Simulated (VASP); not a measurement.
Runs of VASP 6.6.1 on PbSe (Clausthalite). The structure is cubic, space group Fm-3m (No. 225). Conventional cell: a = 6.046 Å, b = 6.046 Å, c = 6.046 Å, α = 90.00°, β = 90.00°, γ = 90.00°. Pb (site symmetry m-3m) is surrounded by 6 Se at 3.02 Å. Se (site symmetry m-3m) has 6 Pb at 3.02 Å as nearest neighbours. 

```tsv
task	level	potentials or basis	cell	gap on the mesh (eV)	pressure (GPa)
relaxation of the atoms	PBE	VASP PAW PBE potentials, release 64 (Pb_d, Se)	atoms relaxed from: a relaxed cell with its volume scaled by 1.02	0.49	-0.9
relaxation of the atoms	PBE	VASP PAW PBE potentials, release 64 (Pb_d, Se)	atoms relaxed from: a relaxed cell with its volume scaled by 0.98	0.38	1.0
relaxation of cell and atoms	LDA	VASP PAW LDA potentials, release 64 (Pb_d, Se)	relaxed	(b)	0.0
relaxation of the atoms	PBE	VASP PAW PBE potentials, release 64 (Pb_d, Se)	atoms relaxed from: a relaxed cell with its volume scaled by 1.06	0.59	-2.4
relaxation of the atoms	LDA	VASP PAW LDA potentials, release 64 (Pb_d, Se)	atoms relaxed from: a relaxed cell with its volume scaled by 0.98	(a)	1.1
relaxation of the atoms	LDA	VASP PAW LDA potentials, release 64 (Pb_d, Se)	atoms relaxed from: a relaxed cell with its volume scaled by 1.02	0.10	-1.1
relaxation of the atoms	LDA	VASP PAW LDA potentials, release 64 (Pb_d, Se)	atoms relaxed from: a relaxed cell with its volume scaled by 0.96	0.12	2.5
relaxation of the atoms	PBE	VASP PAW PBE potentials, release 64 (Pb_d, Se)	atoms relaxed from: a relaxed cell with its volume scaled by 1.04	(c)	-1.7
```

Alike in all rows: no spin polarisation; k mesh 8 × 8 × 8; cutoff (eV) 600; smearing gaussian 0.03 eV.

Question: Estimate the missing entries.

Answer: (a) 0.04; (b) 0.03; (c) 0.54.

Caveats: the relaxation stopped at its first step, so nothing moved; spin-orbit coupling is left out, which as a rule narrows the gap of such compounds by several tenths of an eV.

A k mesh can miss the band edges, and the runs leave out spin-orbit coupling on Pb, Se.
